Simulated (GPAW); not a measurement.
Runs of GPAW 26.7.0 on CoO. It takes space group Fm-3m (No. 225, cubic). The conventional cell has a = 4.263 Å, b = 4.263 Å, c = 4.263 Å, α = 90.00°, β = 90.00°, γ = 90.00°. Around Co (site symmetry m-3m) lie 6 O at 2.13 Å. O (site symmetry m-3m) has 6 Co at 2.13 Å as nearest neighbours. 

| task | level | potentials or basis | U | k mesh | band path | band points | older calculator (legacy_gpaw) | pressure (GPa) | moment (μB) |
| --- | --- | --- | --- | --- | --- | --- | --- | --- | --- |
| band structure | revPBE | the program's PAW data sets (release 1.2.1) made for this functional, pw | - | 11 × 11 × 11 | GXWKGLUWLK,UX | 80 | - | 3.1 | (b) |
| band structure | PBE+U | GPAW PAW data sets (gpaw-data 1.2.1), pw | Co d U = 5.3 eV | 9 × 9 × 9 | GXWKGLUWLK,UX | 60 | - | 2.2 | 3.00 |
| band structure | optB88-vdW | GPAW PAW data sets (gpaw-data 1.2.1), pw | - | 9 × 9 × 9 | GXWKGLUWLK,UX | 80 | yes | - | 2.76 |
| band structure | RPBE | the program's PAW data sets (release 1.2.1) made for this functional, pw | - | 11 × 11 × 11 | GXWKGLUWLK,UX | 60 | - | 4.7 | (a) |

Alike in all rows: spin collinear, ferromagnetic start; cell as given; cutoff (eV) 800; smearing fermi-dirac 0.05 eV.

Problem. Fill in the values left out.

Solution. (a) 2.96; (b) 2.95.

Caveats: a cell with one magnetic atom can't hold antiferromagnetic order, which such compounds often take; the PAW data sets were made with another functional, which shifts forces and pressure a little (some runs).
